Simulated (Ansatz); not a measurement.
Crystal: CrCuO2.

```
Cu Cr O
1.0
     1.48670    0.85835    5.70000
    -1.48670    0.85835    5.70000
     0.00000   -1.71669    5.70000
Cu Cr O
1 1 2
Direct
  0.00000 0.00000 0.00000
  0.50000 0.50000 0.50000
  0.89208 0.89208 0.89208
  0.10792 0.10792 0.10792
```

| Item | Value |
| --- | --- |
| Program | Ansatz 0.2.0 |
| Task | relaxation of cell and atoms |
| Functional | LDA |
| Potentials or basis | Ansatz PAW |
| Cutoff | 420 eV (not typed: the program's choice for these potentials) |
| k mesh | 10 × 10 × 10 |
| Occupations | fermi-dirac, width 0.05 eV |
| Spin | collinear spin, ferromagnetic start |
| Starting moments | [0.6, 3.0, 0.0, 0.0] μB |

At the start: volume 10.91 Å³/atom.

Q: How do energy, volume and symmetry change on relaxing?

A: It ends after 8 steps and the volume is 10.35 Å³/atom (-5.2 %); space group R-3m (No. 166, to 0.05 Å); moment 3.00 μB per cell.

The path:
| step | energy change (eV) | largest force (eV/Å) | volume (Å³) |
| --- | --- | --- | --- |
| 1 | 0.0000 | 0.0757 | 43.64 |
| 2 | -0.0670 | 0.0460 | 42.32 |
| 3 | -0.0863 | 0.0482 | 41.38 |
| 4 | -0.0861 | 0.0078 | 41.46 |
| 5 | -0.0860 | 0.0018 | 41.47 |
| 6 | -0.0768 | 0.0000 | 41.47 |
| 7 | -0.0774 | 0.0012 | 41.39 |
| 8 | -0.0769 | 0.0012 | 41.39 |

Final structure:
```
CELL_PARAMETERS angstrom
1.46276 0.84452 5.58480
-1.46276 0.84452 5.58480
0.00000 -1.68905 5.58480
ATOMIC_POSITIONS crystal
Cu 0.00000 0.00000 0.00000
Cr 0.50000 0.50000 0.50000
O 0.89217 0.89217 0.89217
O 0.10783 0.10783 0.10783
```

Caveat: the plane-wave basis is chosen anew once the cell has moved, so the energies of steps on either side of that aren't comparable; the pressure holds a Pulay correction of +0.9 GPa for the finite cutoff; only a ferromagnetic start was run, and an antiferromagnetic order may lie lower in energy; the PAW data sets come from PBE, with cores solved anew for the run's functional, which leaves a small shift of forces and pressure.
